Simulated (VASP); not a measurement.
ScAl3, 4 atoms in the cell. Symmetry: Pm-3m, No. 221, cubic system. Conventional cell: a = 4.088 Å, b = 4.088 Å, c = 4.088 Å, α = 90.00°, β = 90.00°, γ = 90.00°. Sc (site symmetry m-3m) has 12 Al at 2.89 Å as nearest neighbours. Al (site symmetry 4/mmm) has 4 Sc at 2.89 Å and 8 Al at 2.89 Å as nearest neighbours. The cell is a database's computed one.

| Item | Value |
| --- | --- |
| Program | VASP 6.6.1 |
| Task | relaxation of cell and atoms |
| Functional | optB86b-vdW |
| Potentials or basis | VASP PAW PBE potentials, release 64 (Sc_sv, Al) |
| Cutoff | 600 eV |
| k mesh | 7 × 7 × 7 |
| Occupations | fermi-dirac, width 0.05 eV |
| Spin | no spin polarisation |
| Further INCAR settings | ALGO = Normal; EDIFF = 1e-07; IBRION = 2; EDIFFG = -0.01; NSW = 60; ISIF = 3 |

Potentials or basis: VASP PAW PBE potentials, release 64 (Sc_sv, Al).

Launch:

```sh
$ cat potpaw_PBE.64/Sc_sv/POTCAR potpaw_PBE.64/Al/POTCAR > POTCAR
$ mpirun -np 1 vasp_std > vasp.out
```

Hardware: 1 thread of Intel(R) Xeon(R) 6975P-C (Granite Rapids), on a shared host.

Estimate the wall time of this run.

Run time: 2 min on 1 thread of Intel(R) Xeon(R) 6975P-C (Granite Rapids), with other jobs on the host, peak memory 0.47 GiB. Counts: scf iterations 20, k points 20, ion steps 2.
